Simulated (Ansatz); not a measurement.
The system is PbS (Galena).

```
Pb S
1.0
     0.00000    2.96575    2.96575
     2.96575    0.00000    2.96575
     2.96575    2.96575    0.00000
Pb S
1 1
Direct
  0.00000 0.00000 0.00000
  0.50000 0.50000 0.50000
```

| Item | Value |
| --- | --- |
| Program | Ansatz 0.2.0 |
| Task | relaxation of cell and atoms |
| Functional | SVWN5 |
| Potentials or basis | Ansatz PAW |
| Cutoff | 420 eV (not typed: the program's choice for these potentials) |
| k mesh | 8 × 8 × 8 |
| Occupations | fermi-dirac, width 0.05 eV |
| Spin | no spin polarisation |

At the start: volume 26.09 Å³/atom.

Problem. Where does the relaxation end?

Solution. It ends after 5 steps and the volume is 24.93 Å³/atom (-4.4 %); space group Fm-3m (No. 225, to 0.05 Å).

The path:
```
step  energy change (eV)  largest force (eV/Å)  volume (Å³)
   1              0.0000                0.0000        52.17
   2             -0.0124                0.0000        48.47
   3             -0.0201                0.0000        49.94
   4             -0.0201                0.0000        49.86
   5             -0.0199                0.0000        49.86
```

Final structure:
```
Pb S
1.0
     0.00000    2.92119    2.92119
     2.92119    0.00000    2.92119
     2.92119    2.92119    0.00000
Pb S
1 1
Direct
  0.00000 0.00000 0.00000
  0.50000 0.50000 0.50000
```

Caveat: the plane-wave basis is chosen anew once the cell has moved, so the energies of steps on either side of that aren't comparable; the PAW data sets come from PBE, with cores solved anew for the run's functional, which leaves a small shift of forces and pressure.
